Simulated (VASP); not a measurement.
A run of VASP 6.6.1:

The input INCAR:

```
SYSTEM = SiC
PREC = Accurate
ENCUT = 450
EDIFF = 1E-6
ISMEAR = 0
SIGMA = 0.02
LREAL = .False.
LASPH = .True.
NELM = 60
ALGO = Fast
ISIF = 2
LWAVE = .False.
LCHARG = .False.
GGA = PE
NBANDS = 16
```

KPOINTS

```
regular mesh
0
Gamma
  5 5 3
  0 0 0
```

Contents of POSCAR:

```
SiC
1.0
    3.0760000000      0.0000000000      0.0000000000
   -1.5380000000      2.6638941420      0.0000000000
    0.0000000000      0.0000000000      5.0480000000
Si C
2 2
Direct
    0.6666666667      0.3333333333      0.5000000000
    0.3333333333      0.6666666667      0.0000000000
    0.6666666667      0.3333333333      0.8850000000
    0.3333333333      0.6666666667      0.3850000000
```

Potentials or basis: VASP PAW PBE potentials, release 64 (Si_GW, C_GW).

The run is started by

```sh
$ cat potpaw_PBE.64/Si_GW/POTCAR potpaw_PBE.64/C_GW/POTCAR > POTCAR
$ mpirun -np 1 vasp_std > vasp.out
```

Hardware: 1 thread of Intel(R) Xeon(R) Platinum 8559C (Emerald Rapids) (shared host).

Question: Estimate the wall time of this run.

Answer: Wall time 8.5 s on 1 thread of Intel(R) Xeon(R) Platinum 8559C (Emerald Rapids), on a shared host, peak memory 0.14 GiB. Counts: scf iterations 16, k points 10.
